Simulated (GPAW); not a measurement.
# BAs (F-43m) in GPAW: settings compared

One crystal, BAs, is run at these levels: vdW-DF2, vdW-DF-cx, M06-L, LDA; tasks: equation of state, band structure.

Program: GPAW 26.7.0. These are calculated values, not measurements. Logs are shortened: lines on timing, memory, paths and dates and some standing lists are left out, and cuts for length are marked. The log counts tension as positive stress, the text compression.

**What was measured.**

From “Basic Physical Properties of Cubic Boron Arsenide”, 2019, arxiv:1911.11281, for a bulk crystal of BAs: bulk modulus 148 GPa.

The results are compared with them further down.

### 1 The structure

Symmetry: F-43m, No. 216, cubic system. Conventional cell: a = 4.777 Å, b = 4.777 Å, c = 4.777 Å, α = 90.00°, β = 90.00°, γ = 90.00°. As (site symmetry -43m) is surrounded by 4 B at 2.07 Å. B (site symmetry -43m) is surrounded by 4 As at 2.07 Å.

### 2 Equation of state, vdW-DF2

The input, run.py:

```python
from ase.eos import EquationOfState
from ase.io import Trajectory, read
from ase.units import GPa
from gpaw import GPAW, PW

atoms = read('POSCAR')

traj = Trajectory('eos.traj', 'w')
volumes, energies = [], []
for x in [0.94, 0.96, 0.98, 1.0, 1.02, 1.04, 1.06]:
    a = atoms.copy()
    a.set_cell(atoms.cell * x**(1 / 3), scale_atoms=True)
    calc = GPAW(mode=PW(800),
                xc={'name': 'vdW-DF2', 'backend': 'libvdwxc'},
                kpts={'size': (8, 8, 8), 'gamma': True},
                occupations={'name': 'fermi-dirac', 'width': 0.05},
                nbands=11,
                convergence={'density': 1e-05, 'energy': 1e-05},
                maxiter=150,
                txt=f'eos-{x:.2f}.txt')
    a.calc = calc
    energies.append(a.get_potential_energy(force_consistent=True))
    volumes.append(a.get_volume())
    calc.write(f'eos-{x:.2f}.gpw')
    traj.write(a)
    print(f'{x:.2f} {volumes[-1]:10.4f} A^3 {energies[-1]:14.6f} eV', flush=True)

v0, e0, B = EquationOfState(volumes, energies, eos='birchmurnaghan').fit()
print(f'V0 = {v0:.4f} A^3, E0 = {e0:.6f} eV, B0 = {B / GPa:.2f} GPa')
```

The input, POSCAR:

```
BAs
1.0
    0.0000000000      2.3885000000      2.3885000000
    2.3885000000      0.0000000000      2.3885000000
    2.3885000000      2.3885000000      0.0000000000
As B
1 1
Direct
    0.7500000000      0.7500000000      0.7500000000
    0.0000000000      0.0000000000      0.0000000000
```

Potentials or basis: GPAW PAW data sets (gpaw-data 1.2.1), pw.

Command:

```sh
$ OMP_NUM_THREADS=1 python run.py
```

Log:

```text
__  _  _
 | _ |_)|_||  |
 |__||  | ||/\| - 26.7.0

Input parameters:
  mode=PW(ecut=800.0),
  convergence={'density': 1e-05, 'energy': 1e-05},
  kpts=MonkhorstPack(size=(8, 8, 8), gamma=True),
  maxiter=150,
  nbands=11,
  occupations=Occupations(name='fermi-dirac', width=0.05),
  xc=XC(name='vdW-DF2', backend='libvdwxc')

Diagonalizing LCAO Hamiltonian
Converting LCAO to pw mode

                  As

       B

Atoms  # Å, Bohr magnetons
|   | symbol |        x |        y |        z |    initial magnetic moments |
|---|--------|----------|----------|----------|-----------------------------|
| 0 |     As | 3.509612 | 3.509612 | 3.509612 | ( 0.0000,  0.0000,  0.0000) |
| 1 |      B | 0.000000 | 0.000000 | 0.000000 | ( 0.0000,  0.0000,  0.0000) |

Unit cell  # Å
| periodic |        x |        y |        z |  lengths |    angles |
|----------|----------|----------|----------|----------|-----------|
|      yes | 0.000000 | 2.339741 | 2.339741 | 3.308894 | 60.000000 |
|      yes | 2.339741 | 0.000000 | 2.339741 | 3.308894 | 60.000000 |
|      yes | 2.339741 | 2.339741 | 0.000000 | 3.308894 | 60.000000 |

Number of symmetries: 24
Symmetry operations  # r_c * U_cc + t_c -> r_c
|    | kind |            matrix            |
|----|------|------------------------------|
|  0 |  E   |  1, 0, 0,  0, 1, 0,  0, 0, 1 |
|  1 |  σ   |  1, 0, 0,  0, 0, 1,  0, 1, 0 |
|  2 |  σ   |  1, 0,-1,  0, 1,-1,  0, 0,-1 |
|  3 |  C3  |  1, 0,-1,  0, 0,-1,  0, 1,-1 |
|  4 |  C3  |  1,-1, 0,  0,-1, 1,  0,-1, 0 |
|  5 |  σ   |  1,-1, 0,  0,-1, 0,  0,-1, 1 |
|  6 |  σ   |  0, 1, 0,  1, 0, 0,  0, 0, 1 |
|  7 |  C3  |  0, 1, 0,  0, 0, 1,  1, 0, 0 |
|  8 |  C2  |  0, 1,-1,  1, 0,-1,  0, 0,-1 |
|  9 |  S4  |  0, 1,-1,  0, 0,-1,  1, 0,-1 |
| 10 |  C3  |  0, 0, 1,  1, 0, 0,  0, 1, 0 |
| 11 |  σ   |  0, 0, 1,  0, 1, 0,  1, 0, 0 |
| 12 |  S4  |  0, 0,-1,  1, 0,-1,  0, 1,-1 |
| 13 |  C3  |  0, 0,-1,  0, 1,-1,  1, 0,-1 |
| 14 |  S4  |  0,-1, 1,  1,-1, 0,  0,-1, 0 |
| 15 |  C2  |  0,-1, 1,  0,-1, 0,  1,-1, 0 |
| 16 |  C3  |  0,-1, 0,  1,-1, 0,  0,-1, 1 |
| 17 |  S4  |  0,-1, 0,  0,-1, 1,  1,-1, 0 |
| 18 |  S4  | -1, 1, 0, -1, 0, 1, -1, 0, 0 |
| 19 |  C3  | -1, 1, 0, -1, 0, 0, -1, 0, 1 |
| 20 |  C3  | -1, 0, 1, -1, 1, 0, -1, 0, 0 |
| 21 |  S4  | -1, 0, 1, -1, 0, 0, -1, 1, 0 |
| 22 |  σ   | -1, 0, 0, -1, 1, 0, -1, 0, 1 |
| 23 |  C2  | -1, 0, 0, -1, 0, 1, -1, 1, 0 |

BZ-sampling:
  Number of BZ points: 512
  Number of IBZ points: 29

  Monkhorst-Pack size: [8, 8, 8]
  Monkhorst-Pack shift: [0.0625, 0.0625, 0.0625]

K-points  # in reciprocal-cell coordinates
|     |                                coordinates |     weight |
|-----|--------------------------------------------|------------|
|   0 | (  0.00000000,   0.00000000,   0.00000000) | 0.00195312 |
|   1 | (  0.12500000,   0.12500000,   0.00000000) | 0.01171875 |
|   2 | (  0.12500000,   0.12500000,   0.12500000) | 0.01562500 |
|   3 | (  0.25000000,   0.12500000,   0.12500000) | 0.02343750 |
|   4 | (  0.25000000,   0.25000000,   0.00000000) | 0.01171875 |
|   5 | (  0.25000000,   0.25000000,   0.12500000) | 0.04687500 |
|   6 | (  0.25000000,   0.25000000,   0.25000000) | 0.01562500 |
|   7 | (  0.37500000,   0.25000000,  -0.37500000) | 0.04687500 |
|   8 | (  0.37500000,   0.25000000,   0.12500000) | 0.04687500 |
|   9 | (  0.37500000,   0.25000000,   0.25000000) | 0.04687500 |
| ... |                                            |            |
|  28 | (  0.50000000,   0.50000000,   0.50000000) | 0.00781250 |

Plane wave coefficients: 1363
Cutoff: 800.0 eV

Spin-components: 1 (collinear spins)
Bands:           11
Projectors:      10
Spin-degeneracy: 2
Datatype:        complex128

Parallelization:
  kpt:    1
  domain: 1
  band:   1

Density:
  Valence electrons: 8.0
  Components: 1
  Grid points: [24 24 24]
  Charge: 0.0  # |e|

Potential:
  Grid points: [24 24 24]

species:
  As:
    name:    Arsenic
    Z:       33.0
    valence: 5
    core:    28
    charge:  0.0  # [|e|]
    compensation charges:
      type: gauss
      rc: 0.33  # [Å]
      lmax: 2
    cutoffs:
      filter: 1.87  # [Å]
      core: 2.96  # [Å]
    projectors
    | kind |    occ | energy [eV] | rcut [Å] |
    |------|--------|-------------|----------|
    |   4s |  2.000 |     -14.487 |    1.058 |
    |   4p |  3.000 |      -5.196 |    1.058 |
    |    s |        |      12.725 |    1.058 |
    |    p |        |      22.016 |    1.058 |
    |    d |        |       0.000 |    1.058 |

    Using partial waves for As as LCAO basis

  B:
    name:    Boron
    Z:       5.0
    valence: 3
    core:    2
    charge:  0.0  # [|e|]
    compensation charges:
      type: gauss
      rc: 0.20  # [Å]
      lmax: 2
    cutoffs:
      filter: 1.14  # [Å]
      core: 1.38  # [Å]
    projectors
    | kind |    occ | energy [eV] | rcut [Å] |
    |------|--------|-------------|----------|
    |   2s |  2.000 |      -9.443 |    0.635 |
    |   2p |  1.000 |      -3.606 |    0.635 |
    |    s |        |      17.768 |    0.635 |
    |    p |        |      23.605 |    0.635 |
    |    d |        |       0.000 |    0.635 |

    Using partial waves for B as LCAO basis

Reference energy: -62172.463167  # eV

eigensolver:
  PPCG
  Converge bands: occupied
  niter=2

density mixing:
  MSR1-Mixer
  Pratt-step length: 0.05
  Maximum mixing coefficient: 0.75
  Old densities: 10
  SVD Regularization: 0.005
  Good broyden scale: 1.0
  Trust region scale: 1.0
  Backstep threshold: 4.0
  History deletion threshold: 6.0
  Fourier metric: weight=20.0, sigma=0.015

occupation numbers:
  Fermi-Dirac:
    width: 0.0500  # eV

poisson solver:
  ecut: 6400.0  # eV

xc functional:
  name: vdW-DF2 with libvdwxc
  Mode: serial
  Semilocal: GGA_X_RPW86+LDA_C_PW with 2 nearest neighbor stencil
  Local blocksize: 48 x 48 x 48
  PAW datasets: PBE

convergence criteria:
- Maximum integral of absolute [dens]ity change: 1e-05 electrons / valence electron
- Maximum [total energy] change in last 3 cyles: 1e-05 eV / valence electron
- Maximum integral of absolute [eigenst]ate change: 4e-08 eV^2 / valence electron
maximum number of iterations: 150

SCF iterations
|iter     | |      energy | eigst |  dens |
|---------|-|-------------|-------|-------|
|iter:   1| |  -86.983986 | -0.05 |       |
|iter:   2| |  -86.805332 | -2.37 | -0.65 |
|iter:   3| |  -86.058131 | -1.39 | -0.69 |
|iter:   4| |  -86.047016 | -2.86 | -1.39 |
|iter:   5| |  -86.047888 | -3.64 | -1.83 |
|iter:   6| |  -86.048096 | -4.68 | -2.41 |
|iter:   7| |  -86.048100 | -6.77 | -3.47 |
|iter:   8| |  -86.048101c| -7.52c| -3.95 |
|iter:   9| |  -86.048101c| -8.10c| -5.06c|

Converged in 9 steps
Energy contributions relative to reference atoms: (reference = -62172.463167)

Energy contributions:
  Kinetic:          37.422248
  Coulomb:         -32.698149
  Zero:              0.025397
  External:          0.000000
  Xc:              -90.797598
  Entropy:          -0.000000
  Spinorbit:         0.000000
  ----------------------------
  Free energy:     -86.048101
  Extrapolated:    -86.048101

dipole moment: (-3.098522, -3.098522, -3.098522)  # |e|*Ang

Fermi level: 9.519
Eigenvalues  # (at kpt = [0.000, 0.000, 0.000])
| band index |      eig [eV] | occ [0-2] |
|------------|---------------|-----------|
|          0 |        -7.012 |     2.000 |
|          1 |         8.808 |     2.000 |
|          2 |         8.808 |     2.000 |
|          3 |         8.808 |     2.000 |
|          4 |        12.339 |     0.000 |
|          5 |        12.339 |     0.000 |
|          6 |        12.339 |     0.000 |
|          7 |        14.318 |     0.000 |
|          8 |        19.277 |     0.000 |
|          9 |        22.519 |     0.000 |
|         10 |        23.911 |     0.000 |

Gap: 1.455 eV
Transition (v -> c):
  (s=0, k=0, n=3, [0.00, 0.00, 0.00]) -> (s=0, k=12, n=4, [0.38, 0.38, 0.00])
Direct/indirect transitions are different
Direct gap: 3.530 eV
Transition at: (s=0, k=0, n=3, [0.00, 0.00, 0.00])
# Writing to eos-0.94.gpw (mode='')
```

It took 53 s on 1 thread of Intel Xeon Platinum 8488C (Sapphire Rapids), shared host; peak memory 0.29 GiB.

Results:

* Equilibrium volume: 14.76 Å³/atom (rough: see the caveat)
* Bulk modulus: 111 GPa (rough)

Energy against volume, from the lowest point:
```
volume (Å³/atom)  energy (meV/atom)
          12.809             113.21
          13.081              79.90
          13.354              53.14
          13.626              32.33
          13.899              16.92
          14.171               6.29
          14.444               0.00
```

Caveat: the minimum lies outside the volumes run; the PAW data sets were made with another functional, which shifts forces and pressure a little.

### 3 Equation of state, vdW-DF-cx

Changes to run.py since step 2:

```diff
@@ -1 +1,3 @@
+import spglib
+from ase import Atoms
 from ase.eos import EquationOfState
@@ -5,3 +7,6 @@
 
-atoms = read('POSCAR')
+atoms = read('BAs.cif')
+cell, positions, numbers = spglib.find_primitive(
+    (atoms.cell[:], atoms.get_scaled_positions(), atoms.numbers), symprec=1e-4)
+atoms = Atoms(numbers, cell=cell, scaled_positions=positions, pbc=True)
 
@@ -13,3 +18,3 @@
     calc = GPAW(mode=PW(800),
-                xc={'name': 'vdW-DF2', 'backend': 'libvdwxc'},
+                xc={'name': 'vdW-DF-cx', 'backend': 'libvdwxc'},
                 kpts={'size': (8, 8, 8), 'gamma': True},
```

The input, BAs.cif:

```cif
data_BAs
_cell_length_a 4.77700000
_cell_length_b 4.77700000
_cell_length_c 4.77700000
_cell_angle_alpha 90.00000000
_cell_angle_beta 90.00000000
_cell_angle_gamma 90.00000000
_space_group_name_H-M_alt 'F-43m'
_space_group_name_Hall 'F -4 2 3'
_space_group_IT_number 216
loop_
_space_group_symop_operation_xyz
'x,y,z'
'y,-x,-z'
'-x,-y,z'
'-y,x,-z'
'x,-y,-z'
'y,x,z'
'-x,y,-z'
'-y,-x,z'
'z,x,y'
'-z,y,-x'
'z,-x,-y'
'-z,-y,x'
'-z,x,-y'
'z,y,x'
'-z,-x,y'
'z,-y,-x'
'y,z,x'
'-x,-z,y'
'-y,z,-x'
'x,-z,-y'
'-y,-z,x'
'x,z,y'
'y,-z,-x'
'-x,z,-y'
'x,y+1/2,z+1/2'
'y,-x+1/2,-z+1/2'
'-x,-y+1/2,z+1/2'
'-y,x+1/2,-z+1/2'
'x,-y+1/2,-z+1/2'
'y,x+1/2,z+1/2'
'-x,y+1/2,-z+1/2'
'-y,-x+1/2,z+1/2'
'z,x+1/2,y+1/2'
'-z,y+1/2,-x+1/2'
'z,-x+1/2,-y+1/2'
'-z,-y+1/2,x+1/2'
'-z,x+1/2,-y+1/2'
'z,y+1/2,x+1/2'
'-z,-x+1/2,y+1/2'
'z,-y+1/2,-x+1/2'
'y,z+1/2,x+1/2'
'-x,-z+1/2,y+1/2'
'-y,z+1/2,-x+1/2'
'x,-z+1/2,-y+1/2'
'-y,-z+1/2,x+1/2'
'x,z+1/2,y+1/2'
'y,-z+1/2,-x+1/2'
'-x,z+1/2,-y+1/2'
'x+1/2,y,z+1/2'
'y+1/2,-x,-z+1/2'
'-x+1/2,-y,z+1/2'
'-y+1/2,x,-z+1/2'
'x+1/2,-y,-z+1/2'
'y+1/2,x,z+1/2'
'-x+1/2,y,-z+1/2'
'-y+1/2,-x,z+1/2'
'z+1/2,x,y+1/2'
'-z+1/2,y,-x+1/2'
'z+1/2,-x,-y+1/2'
'-z+1/2,-y,x+1/2'
'-z+1/2,x,-y+1/2'
'z+1/2,y,x+1/2'
'-z+1/2,-x,y+1/2'
'z+1/2,-y,-x+1/2'
'y+1/2,z,x+1/2'
'-x+1/2,-z,y+1/2'
'-y+1/2,z,-x+1/2'
'x+1/2,-z,-y+1/2'
'-y+1/2,-z,x+1/2'
'x+1/2,z,y+1/2'
'y+1/2,-z,-x+1/2'
'-x+1/2,z,-y+1/2'
'x+1/2,y+1/2,z'
'y+1/2,-x+1/2,-z'
'-x+1/2,-y+1/2,z'
'-y+1/2,x+1/2,-z'
'x+1/2,-y+1/2,-z'
'y+1/2,x+1/2,z'
'-x+1/2,y+1/2,-z'
'-y+1/2,-x+1/2,z'
'z+1/2,x+1/2,y'
'-z+1/2,y+1/2,-x'
'z+1/2,-x+1/2,-y'
'-z+1/2,-y+1/2,x'
'-z+1/2,x+1/2,-y'
'z+1/2,y+1/2,x'
'-z+1/2,-x+1/2,y'
'z+1/2,-y+1/2,-x'
'y+1/2,z+1/2,x'
'-x+1/2,-z+1/2,y'
'-y+1/2,z+1/2,-x'
'x+1/2,-z+1/2,-y'
'-y+1/2,-z+1/2,x'
'x+1/2,z+1/2,y'
'y+1/2,-z+1/2,-x'
'-x+1/2,z+1/2,-y'
loop_
_atom_site_label
_atom_site_type_symbol
_atom_site_symmetry_multiplicity
_atom_site_Wyckoff_symbol
_atom_site_fract_x
_atom_site_fract_y
_atom_site_fract_z
_atom_site_occupancy
As1 As 4 c 0.2500000000 0.2500000000 0.2500000000 1
B1 B 4 a 0.0000000000 0.0000000000 0.0000000000 1
```

Potentials or basis: GPAW PAW data sets (gpaw-data 1.2.1), pw.

Command:

```sh
$ OMP_NUM_THREADS=1 python run.py
```

It took 51 s on 1 thread of Intel Xeon Platinum 8488C (Sapphire Rapids), shared host; peak memory 0.29 GiB.

The run converged. Its results:

```
Equilibrium volume                      : 13.81 Å³/atom
Bulk modulus                            : 136 GPa
Pressure derivative of the bulk modulus : 4.5
```

Energy against volume, from the lowest point:
```
volume (Å³/atom)  energy (meV/atom)
          12.809              35.41
          13.081              18.02
          13.354               6.70
          13.626               0.87
          13.899               0.00
          14.171               3.51
          14.444              10.98
```

Caveat: the PAW data sets were made with another functional, which shifts forces and pressure a little.

### 4 Band structure, M06-L, spin-orbit coupling, no magnetisation

The input, run.py:

```python
import numpy as np
from ase.dft.bandgap import bandgap
from ase.io import read, write
from ase.units import GPa
from gpaw import GPAW, PW
from gpaw.spinorbit import soc_eigenstates

atoms = read('BAs.cif')

calc = GPAW(mode=PW(800),
            xc='M06-L',
            kpts={'size': (8, 8, 8), 'gamma': True},
            occupations={'name': 'fermi-dirac', 'width': 0.05},
            nbands=11,
            convergence={'density': 1e-05, 'energy': 1e-05},
            maxiter=150,
            txt='gpaw.txt')
atoms.calc = calc
energy = atoms.get_potential_energy()
forces = atoms.get_forces()
stress = atoms.get_stress()
calc.write('gs.gpw')
write('result.traj', atoms)
print(f'Energy: {energy:.6f} eV')
print('Forces (eV/A):')
print(forces.round(4))
print('Stress (GPa):', (stress / GPa).round(3))
print('Fermi level:', round(calc.get_fermi_level(), 4), 'eV')
print(f'Gap: {bandgap(calc)[0]:.4f} eV, direct: {bandgap(calc, direct=True)[0]:.4f} eV')

path = atoms.cell.bandpath('GXWKGLUWLK,UX', npoints=80, eps=1e-4)
bs_calc = calc.fixed_density(kpts=path, symmetry='off', nbands=19,
                             convergence={'bands': 'CBM+6.0', 'eigenstates': 1e-6}, txt='bands.txt')
bs = bs_calc.band_structure()
bs.write('bs.json')
print(f'Gap on the path: {bandgap(bs_calc)[0]:.4f} eV')

soc = soc_eigenstates(bs_calc, theta=54.7, phi=45, ignore_xc_potential=True)
np.savetxt('soc_bands.dat', soc.eigenvalues(), fmt='%.4f')
mesh = soc_eigenstates('gs.gpw', theta=54.7, phi=45, ignore_xc_potential=True)
np.savetxt('soc_mesh.dat', mesh.eigenvalues(), fmt='%.4f')
print('Fermi level with spin-orbit coupling:', round(mesh.fermi_level, 4), 'eV')
```

The input, BAs.cif:

```cif
data_BAs
_cell_length_a 3.37784909
_cell_length_b 3.37784909
_cell_length_c 3.37784909
_cell_angle_alpha 60.00000000
_cell_angle_beta 60.00000000
_cell_angle_gamma 60.00000000
_space_group_name_H-M_alt 'P1'
_space_group_name_Hall 'P 1'
_space_group_IT_number 1
loop_
_space_group_symop_operation_xyz
'x,y,z'
loop_
_atom_site_label
_atom_site_type_symbol
_atom_site_symmetry_multiplicity
_atom_site_Wyckoff_symbol
_atom_site_fract_x
_atom_site_fract_y
_atom_site_fract_z
_atom_site_occupancy
As1 As 1 a 0.7500000000 0.7500000000 0.7500000000 1
B1 B 1 a 0.0000000000 0.0000000000 0.0000000000 1
```

Command:

```sh
$ OMP_NUM_THREADS=1 python run.py
```

Run time: 83 s. Hardware: 1 thread of Intel Xeon Platinum 8488C (Sapphire Rapids), shared host; peak memory 0.3 GiB.

The run converged. Its results:

```yaml
Free_energy: -18.4758 eV
Pressure: 1.9 GPa
Band_gap_on_the_k_mesh: 1.18 eV, indirect (least direct gap 3.18 eV)
Band_gap_along_the_path: 1.17 eV, indirect (least direct gap 3.18 eV)
```

Levels at the corners of the path, in eV from the valence-band top:
| point | band 6 | band 7 | band 8 | band 9 | band 10 | band 11 |
| --- | --- | --- | --- | --- | --- | --- |
| Γ | 0.00 | 0.00 | 0.00 | 3.18 | 3.18 | 3.41 |
| X | -4.37 | -4.24 | -4.24 | 1.45 | 1.45 | 1.45 |
| W | -5.64 | -5.45 | -5.43 | 5.40 | 5.41 | 6.16 |
| K | -6.15 | -3.70 | -3.69 | 2.07 | 2.09 | 5.68 |
| Γ | 0.00 | 0.00 | 0.00 | 3.18 | 3.18 | 3.41 |
| L | -2.06 | -1.91 | -1.91 | 2.74 | 2.74 | 4.92 |
| U | -6.15 | -3.70 | -3.69 | 2.07 | 2.09 | 5.68 |
| W | -5.64 | -5.45 | -5.43 | 5.40 | 5.41 | 6.16 |
| L | -2.06 | -1.91 | -1.91 | 2.74 | 2.74 | 4.92 |
| K | -6.15 | -3.70 | -3.69 | 2.07 | 2.09 | 5.68 |
| U | -6.15 | -3.70 | -3.69 | 2.07 | 2.09 | 5.68 |
| X | -4.37 | -4.24 | -4.24 | 1.45 | 1.45 | 1.45 |

Caveat: spin-orbit coupling was added after a scalar SCF, so levels and gaps hold it while energy, forces, pressure and moments don't; this program's spin-orbit splittings come out too wide for heavy elements; the PAW data sets were made with another functional, which shifts forces and pressure a little.

(Part 1 of 2 ends here.)
